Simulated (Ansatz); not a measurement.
## Bi2Te3 (Tellurobismuthite) in Ansatz: the effect of functional

The system is Bi2Te3 (Tellurobismuthite).

```
Bi Te
1.0
     2.19300    1.26613   10.16567
    -2.19300    1.26613   10.16567
     0.00000   -2.53226   10.16567
Bi Te
2 3
Cartesian
  0.0000 0.0000 18.2982
  0.0000 0.0000 12.1988
  0.0000 0.0000 24.1079
  0.0000 0.0000 6.3891
  0.0000 0.0000 0.0000
```

Alike in all runs:

- Program: Ansatz 0.2.0
- Task: band structure
- Potentials or basis: Ansatz PAW
- k mesh: 7 × 7 × 7
- Occupations: fermi-dirac, width 0.05 eV
- Spin: no spin polarisation

```csv
functional,cutoff,gap on the mesh (eV),pressure (GPa),largest force (eV/Å)
LDA,420 eV (not typed: the program's choice for these potentials),0.21,-1.8,0.19
PBEsol,420 eV (not typed: the program's choice for these potentials),?,?,?
RPBE,420 eV (not typed: the program's choice for these potentials),0.34,3.3,0.04
revPBE,420 eV (not typed: the program's choice for these potentials),0.33,2.9,0.04
BLYP,420 eV (not typed: the program's choice for these potentials),0.33,5.4,0.06
r2SCAN,500 eV (not typed: the program's choice for these potentials),0.52,1.3,0.29
```

Problem. What does the run with functional PBEsol give?

Solution. gap on the mesh 0.24 eV; pressure -0.6 GPa; largest force 0.11 eV/Å.

Caveats: spin-orbit coupling is left out, which as a rule narrows the gap of such compounds by several tenths of an eV; the PAW data sets come from PBE, with cores solved anew for the run's functional, which leaves a small shift of forces and pressure.

Runs at the PBE level aren't shown here.
